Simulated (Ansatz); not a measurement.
Input of an Ansatz 0.2.0 run:

input.yaml

```yaml
crystal:
  lattice:
    - [2.67, 0.0, 0.0]
    - [-1.335, 2.3122878281, 0.0]
    - [0.0, 0.0, 4.966]
  atoms:
    - { symbol: Zn, position: [0.6666666667, 0.3333333333, 0.75] }
    - { symbol: Zn, position: [0.3333333333, 0.6666666667, 0.25] }
hamiltonian:
  xc: pbesol
  pseudopotentials: { kind: paw }
kpoints:
  mp_grid: { grid: [11, 11, 6] }
scf:
  occupations: { method: fermi_dirac, width: 0.05 }
output:
  forces: true
  stress: true
  eigenvalues: true
  write_density: true
  write_potential: true
  elf: true
  volumetric_format: npy
relax:
  f_tol: 0.01
  max_steps: 40
  cell: { stress_tol: 0.05 }
```

Potentials or basis: Ansatz PAW.

The run is started by

```sh
$ ansatz run input.yaml --threads 2 --pin off --max-ram 5632MiB --backend cpu --events-out ev --progress --plain --runs-dir out
```

**Question.** Estimate the space group after relaxing (to 0.05 Å).

**Answer.** P6_3/mmc (No. 194).

**Question.** Estimate the relaxed cell.

**Answer.** a = 2.641 Å, b = 2.641 Å, c = 4.644 Å, α = 90.00°, β = 90.00°, γ = 120.00°.

Final structure:
```
CELL_PARAMETERS angstrom
2.64117 0.00000 0.00000
-1.32059 2.28732 0.00000
0.00000 0.00000 4.64391
ATOMIC_POSITIONS crystal
Zn 0.66667 0.33333 0.75000
Zn 0.33333 0.66667 0.25000
```
